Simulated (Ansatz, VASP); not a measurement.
**Sc in VASP and in Ansatz**

INCAR

```
SYSTEM = Sc
ALGO = Normal
EDIFF = 1E-6
ENCUT = 520
GGA = PE
ISIF = 2
ISMEAR = -1
LASPH = .True.
LCHARG = .False.
LREAL = .False.
LWAVE = .False.
NBANDS = 12
NELM = 100
PREC = Accurate
SIGMA = 0.03
```

Contents of KPOINTS:

```
k-points
0
Gamma
  15 15 15
  0 0 0
```

POSCAR

```
Sc
1.0
    0.0000000000      2.2705000000      2.2705000000
    2.2705000000      0.0000000000      2.2705000000
    2.2705000000      2.2705000000      0.0000000000
Sc
1
Direct
    0.0000000000      0.0000000000      0.0000000000
```

Input for Ansatz:

```yaml
crystal:
  lattice:
    - [0.0, 2.2705, 2.2705]
    - [2.2705, 0.0, 2.2705]
    - [2.2705, 2.2705, 0.0]
  atoms:
    - { symbol: Sc, position: [0.0, 0.0, 0.0] }
kpoints:
  mp_grid: { grid: [15, 15, 15] }
scf:
  occupations: { method: fermi_dirac, width: 0.03 }
hamiltonian:
  xc: pbe
  pseudopotentials: { kind: all_electron, lapw: { basis_error: 0.03 } }
output:
  forces: true
  stress: true
  eigenvalues: true
```

Alike in both runs: task single point; functional PBE; k mesh 15 × 15 × 15; occupations fermi-dirac, width 0.03 eV; no spin polarisation.

|  | VASP | Ansatz |
| --- | --- | --- |
| version | VASP 6.6.1 | Ansatz 0.2.0 |
| potentials or method | VASP PAW PBE potentials, release 64 (Sc_sv) | all-electron LAPW, scalar-relativistic |
| plane-wave cutoff (eV) | 520 | see its input |

```tsv
	VASP	Ansatz	Ansatz less VASP
pressure (GPa)	2.9	2.8	-0.03
```

Ansatz ran all-electron here, so the differences hold the error of VASP's frozen core and of both bases.
